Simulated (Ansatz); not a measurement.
# C (R-3m) in Ansatz: notebook

The runs below take C through band structure, single point, equation of state, with LDA, r2SCAN.

Everything below comes from runs of Ansatz 0.2.0. Logs are shortened: lines on timing, memory, paths and dates and some standing lists are left out, and cuts for length are marked.

## Step 1: Starting point

The structure is trigonal, space group R-3m (No. 166). The conventional cell has a = 2.466 Å, b = 2.466 Å, c = 24.848 Å, α = 90.00°, β = 90.00°, γ = 120.00°. C (site symmetry 3m) is surrounded by 3 C at 1.42 Å. Around C (site symmetry 3m) lie 3 C at 1.42 Å.

This isn't the form of C at room conditions, which is graphite.

## Step 2: Band structure, LDA

Input file input.yaml:

```yaml
crystal:
  lattice:
    - [1.2331880975, 0.7119814801, 8.2826151019]
    - [-1.2331880975, 0.7119814801, 8.2826151019]
    - [0.0, -1.4239629601, 8.2826151019]
  atoms:
    - { symbol: C, position: [0.08717308, 0.08717308, 0.08717308] }
    - { symbol: C, position: [0.75385006, 0.75385006, 0.75385006] }
    - { symbol: C, position: [0.24614994, 0.24614994, 0.24614994] }
    - { symbol: C, position: [0.91282692, 0.91282692, 0.91282692] }
hamiltonian:
  xc: lda
  pseudopotentials: { kind: paw }
kpoints:
  mp_grid: { grid: [12, 12, 12] }
  band_path:
    path:
      - [[0.0, 0.0, 0.0], [0.5, 0.0, 0.0], [0.5, 0.1715928569, -0.1715928569]]
      - [[0.8284071431, 0.5, 0.1715928569], [0.5, 0.5, 0.5], [0.0, 0.0, 0.0], [0.3357964284, 0.0, -0.3357964284]]
      - [[0.6642035716, 0.3357964284, 0.0], [0.5, 0.5, 0.0], [0.6642035716, 0.6642035716, 0.1715928569], [0.5, 0.5, 0.5]]
      - [[0.5, 0.0, 0.0], [0.8284071431, 0.3357964284, 0.3357964284]]
    npoints: 14
scf:
  occupations: { method: fermi_dirac, width: 0.05 }
  n_extra_bands: 10
output:
  forces: true
  stress: true
  eigenvalues: true
  fatbands: true
```

Potentials or basis: Ansatz PAW.

Run with:

```
$ ansatz run input.yaml --threads 2 --pin off --max-ram 5632MiB --backend cpu --events-out ev --progress --plain --runs-dir out
```

Standard output:

```text
Warning: RAYON_NUM_THREADS=2 ignored (pool sized by the plan → 2); use --threads N
basis.fft_grid_basis auto: the FFT boxes are laid along the combinations [[1, 0, -1], [0, 1, -1], [0, 0, 1]] of the cell's own vectors, 2.466, 2.466 and 8.404 Å long. The dense box has 18×18×60 points. Along the cell's own vectors, as sized, it would have 60×60×60, 11.11 times as many. Of the 12 symmetry operations that the crystal satisfies within crystal.symmetry.tolerance (time reversal apart; of a slab, those that keep its plane) the dense box along the cell's own vectors carries 12, and the one as laid loses 8 of those. basis.fft_grid_basis: typed keeps the cell's own vectors: state it where this run's energies or levels are differenced outside the engine with another run's, or held beside a run that keeps those vectors.
scf.n_extra_bands = 10 over 8 filled bands (N_el = 16.0): the run solves 18 bands
Engine: ansatz 0.2.0, aarch64-unknown-linux-gnu
Pseudopotentials: kind: paw
Pseudopotential: C, paw, valence charge 4, recommended cutoff 420 eV (normal), C.paw.azcp
Functional definition: SPW92
  exchange = slater_x
  correlation = pw_c
Crystal: 4 atoms, lattice volume = 43.633 Å³
Basis set: ecut = 420 eV, 819 PW (Γ), FFT grids on a1−a3, a2−a3, a3
Bands: 18, of which v1, the nominal top of the filled ones, is band 8 counted from 1 (7 counted from 0)
Symmetry: 12 space group operations
Space group: R-3m (ITA 166), of the structure as read, at distance tolerance 3.5e-5 Å
k-points: 189 of 1728
Non-local potential: C, projectors of the file, l = 0: 2, l = 1: 2, l = 2: 1
PAW form: soft (Blöchl's): semilocal exchange-correlation on the pseudo side does not see the compensation charge
PAW frozen core: C, regenerated for the run's functional, and the local potential with it (the file was generated under x = pbe(κ = 0.804, μ = 0.2195149727645171), c = pbe(β = 0.06672455060314922))
PAW one-centre angular grid: C, 110 points (default); XC on 64 Gauss nodes
Initial density: superposition of atomic densities (neutral atoms: chi_scale 0, normalization atom), corrected by the library's trained network
Initial wavefunctions: pseudopotential atomic-orbital guess
Functional: x = slater, c = lda
SCF iter   1: F=—  HF=-971.847252 eV  |F-HF|=—  |Δ(HF+E_count)|=         —  Δρ=6.43e-3  dr2=7.57e-3  ethr=1.77e-3  ⟨swp⟩=6.1  Hψ=16352  notcnv=0  defer=269
preconditioner: auto → LDOS  [insulator: Δε(μ)=0.189 eV  Ē_g=18.925 eV  σ=0.050 eV  W_gap=0.74  n_scr=6 (ndim 8)  ℏωp=22.5 eV  f_vac=0.206  D(μ)=0.17/eV (n_scr^D=2)  ε∞_Penn≈2.4  β→1.0]
SCF iter   2: F=—  HF=-971.845568 eV  |F-HF|=—  |Δ(HF+E_count)|=   1.68e-3  Δρ=1.32e-3  dr2=1.11e-3  ethr=4.73e-5  ⟨swp⟩=2.7  Hψ=7547  notcnv=0  defer=608
SCF iter   3: F=—  HF=-971.845150 eV  |F-HF|=—  |Δ(HF+E_count)|=   4.18e-4  Δρ=3.58e-4  dr2=2.01e-4  ethr=6.91e-6  ⟨swp⟩=2.1  Hψ=4094  notcnv=0  defer=608
SCF iter   4: F=—  HF=-971.845098 eV  |F-HF|=—  |Δ(HF+E_count)|=   5.25e-5  Δρ=1.19e-4  dr2=1.72e-5  ethr=1.26e-6  ⟨swp⟩=2.1  Hψ=3710  notcnv=0  defer=608
SCF iter   5: F=—  HF=-971.845094 eV  |F-HF|=—  |Δ(HF+E_count)|=   4.10e-6  Δρ=2.84e-5  dr2=8.11e-7  ethr=1.08e-7  ⟨swp⟩=2.7  Hψ=3719  notcnv=0  defer=608
SCF iter   6: F=-971.845093 eV  HF=-971.845093 eV  |F-HF|=7.87e-9  |Δ(HF+E_count)|=   2.10e-7  Δρ=3.08e-6  dr2=9.72e-9  ethr=6.25e-10  ⟨swp⟩=9.6  Hψ=16504  notcnv=0
SCF 1 converged in 6 iterations: F = -971.845093 eV  dr2 = 9.72e-9
NSCF: frozen V_eff on 130 k-points
SCF converged after 6 iterations
Free energy (F): -971.845093 eV
Harris-Foulkes:  -971.845093 eV  (|F-HF|=7.87e-9)
Internal energy: -971.843539 eV  (E = F + TS)
E sigma→0 (E₀):  -971.844316 eV
Entropy (-TS):   -0.001554 eV (-0.389 meV/atom)
Fermi energy:    4.578380 eV
--- Per-component energies (eV) ---
  E_band       = -71.687750
  E_kinetic    = 362.809257
  E_local      = -877.248585  (includes V_loc(G=0)·N_el)
  E_nonlocal   = 113.455098
  E_hartree    = 297.801047
  E_xc         = -189.594879
  E_vxc        = -235.687822  (∫ρ·V_xc dr)
  E_paw        = -367.512258  (= ΣΔE_a)
  E_vpaw       = -30.617418  (= ΣTr[D̂ρ^β])
  E_aug_tail   = 0.000035  (compensation charges beyond the density's cutoff)
  E_ewald      = -311.804584
  E_core_change = 0.251330  (= ΣΔE_core)
  E_smearing   = -0.001554  (= −TS)
  E_closure    = -0.000000  (closes the sum)
  Σ components = -971.845093   (vs F -971.845093, Δ=0.00e0)
--- Forces (eV/Å), atoms counted from 1 ---
  atom   1  C      0.00000000     0.00000000     0.00917840
  atom   2  C     -0.00000000     0.00000000     0.00153274
  atom   3  C      0.00000000    -0.00000000    -0.00153274
  atom   4  C     -0.00000000    -0.00000000    -0.00917840
  max |Σ_I F_I| component: 3.70e-17 eV/Å
--- Stress (GPa, compression-positive) ---
       -8.732180      -0.000000      -0.000000
       -0.000000      -8.732180       0.000000
       -0.000000       0.000000      -0.949011
  P = ⅓ Tr σ = -6.1378 GPa (-61.378 kbar)
--- Band table (eV; the first three rows and the last of 189) ---
  k-point 0: bands = ["-14.7416", "-14.6841", "-3.3785", "-2.7281", "1.5468", "1.5468", "1.5507", "1.5507", "7.3718", "10.9708", "12.8494", "12.8494", "12.8583", "12.8583", "15.3752", "15.8643", "15.8977", "17.2944"]
  k-point 1: bands = ["-14.5784", "-14.5217", "-3.1784", "-2.5355", "0.9105", "0.9148", "1.2083", "1.2121", "7.5893", "11.1514", "12.9151", "12.9183", "13.5387", "13.5474", "15.3084", "15.3548", "15.6004", "17.5677"]
  k-point 2: bands = ["-14.0904", "-14.0365", "-2.5837", "-1.9636", "-0.6969", "-0.6899", "0.4155", "0.4189", "8.2420", "11.6771", "12.8752", "12.8894", "13.8173", "13.8947", "15.3625", "15.3712", "16.2296", "18.4306"]
  k-point 188: bands = ["-14.7252", "-14.7008", "-3.1642", "-2.9748", "1.5464", "1.5464", "1.5500", "1.5500", "8.5853", "8.9674", "12.8471", "12.8471", "12.8623", "12.8623", "15.8484", "15.9078", "17.2831", "17.3483"]
```

bands.tsv:

```text
# k_distance	band_0	band_1	band_2	band_3	band_4	band_5	band_6	band_7	band_8	band_9	band_10	band_11	band_12	band_13	band_14	band_15	band_16	band_17
# fermi_ev = 4.578380
# lock_threshold_ev = 1e-12
[... 148 lines left out ...]
8.745534	-14.060804	-14.036524	-13.136614	-13.111952	-6.412659	-6.406777	-2.484084	-2.236883	1.440313	1.829934	7.416045	7.483422	10.588208	11.020224	11.373497	12.838598	16.247670	17.186552
8.763663	-14.063805	-14.040448	-13.132688	-13.108507	-6.412619	-6.406520	-2.479955	-2.243889	1.448405	1.823400	7.414684	7.484965	10.631528	11.074268	11.293774	12.790453	16.228574	17.179928
8.781791	-14.067110	-14.044561	-13.128460	-13.104833	-6.412540	-6.406285	-2.476168	-2.250502	1.456630	1.817016	7.413464	7.486354	10.678742	11.097560	11.246878	12.739345	16.209841	17.173322
```

fatbands.tsv:

```text
# ik	k_distance	band	e_minus_ef	c0_l0_2S	c0_l1_2P	c1_l0_2S	c1_l1_2P	c2_l0_2S	c2_l1_2P	c3_l0_2S	c3_l1_2P
# fermi_ev = 4.578380
# lock_threshold_ev = 1e-12
# [0, 0, 0] at k_distance = 0.000000
# [0.5, 0, 0] at k_distance = 1.476245
[... 15 lines left out ...]
0	0.000000	2	-7.956884	0.000021	0.235551	0.000020	0.235484	0.000020	0.235484	0.000021	0.235551
0	0.000000	3	-7.306438	0.000031	0.246464	0.000032	0.246514	0.000032	0.246514	0.000031	0.246464
0	0.000000	4	-3.031540	0.000000	0.249342	0.000000	0.249320	0.000000	0.249320	0.000000	0.249342
0	0.000000	5	-3.031540	0.000000	0.249342	0.000000	0.249320	0.000000	0.249320	0.000000	0.249342
[... 2059 lines left out ...]
114	8.527992	11	8.268753	0.000000	0.238942	0.000000	0.238980	0.000000	0.238980	0.000000	0.238942
114	8.527992	12	8.283905	0.000000	0.239069	0.000000	0.239055	0.000000	0.239055	0.000000	0.239069
114	8.527992	13	8.283905	0.000000	0.239069	0.000000	0.239055	0.000000	0.2
```

Wall time 9.7 s (2 threads of Arm Neoverse N1, shared host); peak memory 0.37 GiB.

Results:

```
Free energy             : -971.8451 eV
Pressure                : -6.1 GPa
Largest force           : 0.009 eV/Å
Band gap on the k mesh  : 0.19 eV, direct
Band gap along the path : 0.05 eV, indirect (least direct gap 0.07 eV)
```

Forces in eV/Å, atoms in the order of the input:
```
C    0.000  0.000  0.009
C    0.000  0.000  0.002
C    0.000  0.000 -0.002
C    0.000  0.000 -0.009
```

Levels at the corners of the path, in eV from the valence-band top:
```
point  band 4  band 5  band 6  band 7  band 8  band 9  band 10  band 11  band 12  band 13
    Γ   -7.26   -2.98   -2.98   -2.98   -2.98    2.84     6.44     8.32     8.32     8.33
    L  -13.08   -6.36   -6.36   -2.47   -2.13    1.44     1.93     7.48     7.52    10.46
   B1  -12.22  -10.53  -10.52   -0.18   -0.02    0.05     0.34     9.68    10.86    12.27
    B  -12.22  -10.53  -10.52   -0.18   -0.02    0.05     0.34     9.68    10.86    12.27
    Z   -7.50   -2.98   -2.98   -2.98   -2.98    4.06     4.44     8.32     8.32     8.33
    Γ   -7.26   -2.98   -2.98   -2.98   -2.98    2.84     6.44     8.32     8.32     8.33
    X  -12.28  -10.54  -10.52   -0.11   -0.04    0.08     0.27     9.68    10.87    12.14
    Q  -12.28  -10.54  -10.52   -0.11   -0.04    0.08     0.27     9.68    10.87    12.14
    F  -13.09   -6.36   -6.36   -2.40   -2.20    1.53     1.82     7.46     7.54    10.82
   P1  -13.05   -6.36   -6.36   -2.43   -2.20    1.51     1.87     7.46     7.54    10.73
    Z   -7.50   -2.98   -2.98   -2.98   -2.98    4.06     4.44     8.32     8.32     8.33
    L  -13.08   -6.36   -6.36   -2.47   -2.13    1.44     1.93     7.48     7.52    10.46
    P  -13.05   -6.36   -6.36   -2.43   -2.20    1.51     1.87     7.46     7.54    10.73
```

Caveat: the k mesh misses the band edges, so the gap on the mesh is wider than the one along the path; the pressure holds a Pulay correction of +0.6 GPa for the finite cutoff; the PAW data sets come from PBE, with cores solved anew for the run's functional, which leaves a small shift of forces and pressure. A hybrid or GW would open this gap; LDA tends to underestimate it.

## Step 3: Single point, LDA, 10.25 Å³/atom (volume scaled by 0.94)

Input file input.yaml:

```yaml
crystal:
  lattice:
    - [1.2080139297, 0.6974471676, 8.1135346977]
    - [-1.2080139297, 0.6974471676, 8.1135346977]
    - [0.0, -1.394894335, 8.1135346977]
  atoms:
    - { symbol: C, position: [0.08717308, 0.08717308, 0.08717308] }
    - { symbol: C, position: [0.75385006, 0.75385006, 0.75385006] }
    - { symbol: C, position: [0.24614994, 0.24614994, 0.24614994] }
    - { symbol: C, position: [0.91282692, 0.91282692, 0.91282692] }
hamiltonian:
  xc: lda
  pseudopotentials: { kind: paw }
kpoints:
  mp_grid: { grid: [12, 12, 12] }
scf:
  occupations: { method: fermi_dirac, width: 0.05 }
output:
  forces: true
  stress: true
  eigenvalues: true
```

Potentials or basis: Ansatz PAW.

Run with:

```
$ ansatz run input.yaml --threads 2 --pin off --max-ram 5632MiB --backend cpu --events-out ev --progress --plain --runs-dir out
```

It took 4.3 s on 2 threads of Arm Neoverse N1, shared host; peak memory 0.34 GiB.

It converged, with:

* Free energy: -971.8300 eV
* Pressure: 8.7 GPa
* Largest force: 0.008 eV/Å
* Band gap on the k mesh: 0.21 eV, direct

Caveat: the pressure holds a Pulay correction of +0.6 GPa for the finite cutoff; the PAW data sets come from PBE, with cores solved anew for the run's functional, which leaves a small shift of forces and pressure.

## Step 4: Single point, LDA, 10.47 Å³/atom (volume scaled by 0.96)

Changes to input.yaml since step 3:

```diff
@@ -2,5 +2,5 @@
   lattice:
-    - [1.2080139297, 0.6974471676, 8.1135346977]
-    - [-1.2080139297, 0.6974471676, 8.1135346977]
-    - [0.0, -1.394894335, 8.1135346977]
+    - [1.2165213504, 0.7023589292, 8.1706741485]
+    - [-1.2165213504, 0.7023589292, 8.1706741485]
+    - [0.0, -1.4047178582, 8.1706741485]
   atoms:
@@ -21 +21,5 @@
   eigenvalues: true
+  write_density: true
+  write_potential: true
+  elf: true
+  volumetric_format: npy
```

Run with:

```
$ ansatz run input.yaml --threads 2 --pin off --max-ram 5632MiB --backend cpu --events-out ev --progress --plain --runs-dir out
```

Run time: 7 s. Hardware: 2 threads of Arm Neoverse N1, shared host; peak memory 0.35 GiB.

Results (log left out):

| Item | Value |
| --- | --- |
| Free energy | -971.8623 eV |
| Pressure | 3.3 GPa |
| Largest force | 0.009 eV/Å |
| Band gap on the k mesh | 0.20 eV, direct |

Caveat: the pressure holds a Pulay correction of +0.6 GPa for the finite cutoff; the PAW data sets come from PBE, with cores solved anew for the run's functional, which leaves a small shift of forces and pressure.

## Step 5: Single point, LDA, 10.69 Å³/atom (volume scaled by 0.98)

Changes to input.yaml since step 4:

```diff
@@ -2,5 +2,5 @@
   lattice:
-    - [1.2165213504, 0.7023589292, 8.1706741485]
-    - [-1.2165213504, 0.7023589292, 8.1706741485]
-    - [0.0, -1.4047178582, 8.1706741485]
+    - [1.2249114179, 0.7072029369, 8.2270254061]
+    - [-1.2249114179, 0.7072029369, 8.2270254061]
+    - [0.0, -1.4144058737, 8.2270254061]
   atoms:
```

Run with:

```
$ ansatz run input.yaml --threads 2 --pin off --max-ram 5632MiB --backend cpu --events-out ev --progress --plain --runs-dir out
```

It took 7.1 s on 2 threads of Arm Neoverse N1, shared host; peak memory 0.35 GiB.

It converged, with:

```yaml
Free_energy: -971.8665 eV
Pressure: -1.7 GPa
Largest_force: 0.009 eV/Å
Band_gap_on_the_k_mesh: 0.20 eV, direct
```

Caveat: the pressure holds a Pulay correction of +0.6 GPa for the finite cutoff; the PAW data sets come from PBE, with cores solved anew for the run's functional, which leaves a small shift of forces and pressure.

## Step 6: Single point, LDA, 10.91 Å³/atom

Changes to input.yaml since step 5:

```diff
@@ -2,5 +2,5 @@
   lattice:
-    - [1.2249114179, 0.7072029369, 8.2270254061]
-    - [-1.2249114179, 0.7072029369, 8.2270254061]
-    - [0.0, -1.4144058737, 8.2270254061]
+    - [1.2331880975, 0.7119814801, 8.2826151019]
+    - [-1.2331880975, 0.7119814801, 8.2826151019]
+    - [0.0, -1.4239629601, 8.2826151019]
   atoms:
@@ -21,5 +21 @@
   eigenvalues: true
-  write_density: true
-  write_potential: true
-  elf: true
-  volumetric_format: npy
```

Potentials or basis: Ansatz PAW.

Run with:

```
$ ansatz run input.yaml --threads 2 --pin off --max-ram 5632MiB --backend cpu --events-out ev --progress --plain --runs-dir out
```

Wall time 4.6 s (2 threads of Arm Neoverse N1, shared host); peak memory 0.35 GiB.

The run converged. Its results:

* Free energy: -971.8451 eV
* Pressure: -6.1 GPa
* Largest force: 0.009 eV/Å
* Band gap on the k mesh: 0.19 eV, direct

Caveat: the pressure holds a Pulay correction of +0.6 GPa for the finite cutoff; the PAW data sets come from PBE, with cores solved anew for the run's functional, which leaves a small shift of forces and pressure.

## Step 7: Single point, LDA, 11.13 Å³/atom (volume scaled by 1.02)

Changes to input.yaml since step 6:

```diff
@@ -2,5 +2,5 @@
   lattice:
-    - [1.2331880975, 0.7119814801, 8.2826151019]
-    - [-1.2331880975, 0.7119814801, 8.2826151019]
-    - [0.0, -1.4239629601, 8.2826151019]
+    - [1.2413551441, 0.7166967267, 8.3374684561]
+    - [-1.2413551441, 0.7166967267, 8.3374684561]
+    - [0.0, -1.4333934532, 8.3374684561]
   atoms:
```

Run with:

```
$ ansatz run input.yaml --threads 2 --pin off --max-ram 5632MiB --backend cpu --events-out ev --progress --plain --runs-dir out
```

It took 4.6 s on 2 threads of Arm Neoverse N1, shared host; peak memory 0.35 GiB.

The run converged. Its results:

* Free energy: -971.8004 eV
* Pressure: -10.2 GPa
* Largest force: 0.009 eV/Å
* Band gap on the k mesh: 0.18 eV, direct

Caveat: the pressure holds a Pulay correction of +0.6 GPa for the finite cutoff; the PAW data sets come from PBE, with cores solved anew for the run's functional, which leaves a small shift of forces and pressure.

## Step 8: Single point, LDA, 11.34 Å³/atom (volume scaled by 1.04)

Changes to input.yaml since step 7:

```diff
@@ -2,5 +2,5 @@
   lattice:
-    - [1.2413551441, 0.7166967267, 8.3374684561]
-    - [-1.2413551441, 0.7166967267, 8.3374684561]
-    - [0.0, -1.4333934532, 8.3374684561]
+    - [1.2494161177, 0.7213507319, 8.3916093787]
+    - [-1.2494161177, 0.7213507319, 8.3916093787]
+    - [0.0, -1.4427014637, 8.3916093787]
   atoms:
```

Run with:

```
$ ansatz run input.yaml --threads 2 --pin off --max-ram 5632MiB --backend cpu --events-out ev --progress --plain --runs-dir out
```

Run time: 4.7 s. Hardware: 2 threads of Arm Neoverse N1, shared host; peak memory 0.35 GiB.

The run converged. Its results:

| Item | Value |
| --- | --- |
| Free energy | -971.7344 eV |
| Pressure | -13.9 GPa |
| Largest force | 0.010 eV/Å |
| Band gap on the k mesh | 0.18 eV, direct |

Caveat: the pressure holds a Pulay correction of +0.6 GPa for the finite cutoff; the PAW data sets come from PBE, with cores solved anew for the run's functional, which leaves a small shift of forces and pressure.

## Step 9: Single point, LDA, 11.56 Å³/atom (volume scaled by 1.06)

Changes to input.yaml since step 8:

```diff
@@ -2,5 +2,5 @@
   lattice:
-    - [1.2494161177, 0.7213507319, 8.3916093787]
-    - [-1.2494161177, 0.7213507319, 8.3916093787]
-    - [0.0, -1.4427014637, 8.3916093787]
+    - [1.2573743967, 0.7259454464, 8.4450605611]
+    - [-1.2573743967, 0.7259454464, 8.4450605611]
+    - [0.0, -1.4518908928, 8.4450605611]
   atoms:
```

Potentials or basis: Ansatz PAW.

Run with:

```
$ ansatz run input.yaml --threads 2 --pin off --max-ram 5632MiB --backend cpu --events-out ev --progress --plain --runs-dir out
```

It took 4.7 s on 2 threads of Arm Neoverse N1, shared host; peak memory 0.35 GiB.

Results (log left out):

| Quantity | Value |
| --- | --- |
| Free energy | -971.6490 eV |
| Pressure | -17.3 GPa |
| Largest force | 0.010 eV/Å |
| Band gap on the k mesh | 0.17 eV, direct |

Caveat: the pressure holds a Pulay correction of +0.6 GPa for the finite cutoff; the PAW data sets come from PBE, with cores solved anew for the run's functional, which leaves a small shift of forces and pressure.

## Step 10: Equation of state, LDA

Potentials or basis: Ansatz PAW.

No new run: the results of the series are fitted here.

What came out:

* Equilibrium volume: 10.61 Å³/atom
* Bulk modulus at fixed shape and positions: 236 GPa
* Pressure derivative of the bulk modulus: 3.5

Energy against volume, from the lowest point:
| volume (Å³/atom) | energy (meV/atom) |
| --- | --- |
| 10.254 | 9.12 |
| 10.472 | 1.05 |
| 10.690 | 0.00 |
| 10.908 | 5.34 |
| 11.126 | 16.52 |
| 11.345 | 33.02 |
| 11.563 | 54.36 |

Caveat: the cell was scaled at fixed shape and fractional positions, which overstates the stiffness of a crystal with free parameters, most of all of layers and chains.

(Continued in part 2 of 2.)
